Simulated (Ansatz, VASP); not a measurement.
## Two plane-wave programs on Ru

```
Ru
1.0
     3.75225    0.00000    0.00000
    -1.87613    3.24955    0.00000
     0.00000    0.00000    3.19851
Ru
3
Cartesian
  0.0000 2.1664 1.5993
  0.0000 0.0000 0.0000
  1.8761 1.0832 1.5993
```

Alike in both runs: task relaxation of cell and atoms; functional PBE; k mesh 6 × 6 × 6; occupations gaussian, width 0.1 eV; no spin polarisation.

```csv
,VASP,Ansatz
version,VASP 6.6.1,Ansatz 0.2.0
potentials or method,"VASP PAW PBE potentials, release 64 (Ru_pv)","scalar-relativistic, plane waves, PAW"
plane-wave cutoff (eV),600,420
valence electrons in the cell,42,48
```

Ansatz gave:

* gap on the k mesh at the Fermi level, each at its own relaxed structure (eV): none
* relaxed volume (Å³/atom): 14.13
* relaxed cell length with the largest relative difference (Å): 2.689
* energy change over the relaxation (meV/atom): -1097

**Question.** Estimate VASP's values.

**Answer.** gap on the k mesh at the Fermi level, each at its own relaxed structure (eV): none; relaxed volume (Å³/atom): 14.13; relaxed cell length with the largest relative difference (Å): 2.685; energy change over the relaxation (meV/atom): -1112.

A gap of «none» marks a metal or a gap that the smearing closes. The two sets of potentials don't hold the same shells in valence.
